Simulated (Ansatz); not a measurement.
# CdS: the cost of one run

Computed with Ansatz 0.2.0 (DFT LDA, scalar-relativistic, unless a step's input says otherwise).

### 1 The starting structure

Symmetry: P6_3mc, No. 186, hexagonal system. The conventional cell has a = 4.135 Å, b = 4.135 Å, c = 6.749 Å, α = 90.00°, β = 90.00°, γ = 120.00°. Cd (site symmetry 3m) has 4 S at 2.51 to 2.60 Å in its first shell of neighbours. S (site symmetry 3m) is surrounded by 4 Cd at 2.51 to 2.60 Å.

Structure file:

```xyz
4
Lattice="4.1348 0.0000 0.0000 -2.0674 3.5808 0.0000 0.0000 0.0000 6.7490" Properties=species:S:1:pos:R:3 pbc="T T T"
Cd    0.0000    2.3872    0.0000
Cd    2.0674    1.1936    3.3745
S     0.0000    2.3872    2.5984
S     2.0674    1.1936    5.9729
```

Atoms are numbered in the order of the input: Cd1, Cd2, S3, S4.

### 2 The deformed structure

Space group P6_3mc before, P1 after.

### 3 All-electron LAPW

input.yaml reads:

```yaml
crystal:
  lattice:
    - [4.1347992034, -0.020673996, -0.020673996]
    - [-2.0853038074, 3.5911781477, -0.0075672077]
    - [-0.033745, -0.033745, 6.749]
  atoms:
    - { symbol: Cd, position: [0.3333333333, 0.6666666667, 0.0] }
    - { symbol: Cd, position: [0.6666666667, 0.3333333333, 0.5] }
    - { symbol: S, position: [0.3333333333, 0.6666666667, 0.385] }
    - { symbol: S, position: [0.6666666667, 0.3333333333, 0.885] }
kpoints:
  mp_grid: { grid: [8, 8, 4] }
  band_path:
    path:
      - [0.0, 0.0, 0.0]
      - [0.0, 0.0, 0.5]
      - [-0.5, 0.5, 0.0]
      - [0.0, 0.0, 0.0]
      - [0.0, -0.5, 0.0]
      - [-0.5, 0.0, 0.5]
      - [0.0, 0.0, 0.0]
      - [-0.5, 0.0, 0.0]
      - [0.0, -0.5, 0.5]
    npoints: 5
scf:
  occupations: { method: fermi_dirac, width: 0.02 }
hamiltonian:
  xc: lda
  pseudopotentials: { kind: all_electron, lapw: { basis_error: 0.001 } }
output:
  forces: true
  stress: true
  eigenvalues: true
```

Command:

```bash
$ ansatz run input.yaml --threads 1 --pin off --max-ram 4096MiB --backend cpu --events-out ev --progress --plain --runs-dir out
```

What time and memory should one allow on 1 thread of Intel Xeon 6975P-C (Granite Rapids), shared host?

About 97 s, with a peak of 0.87 GiB.
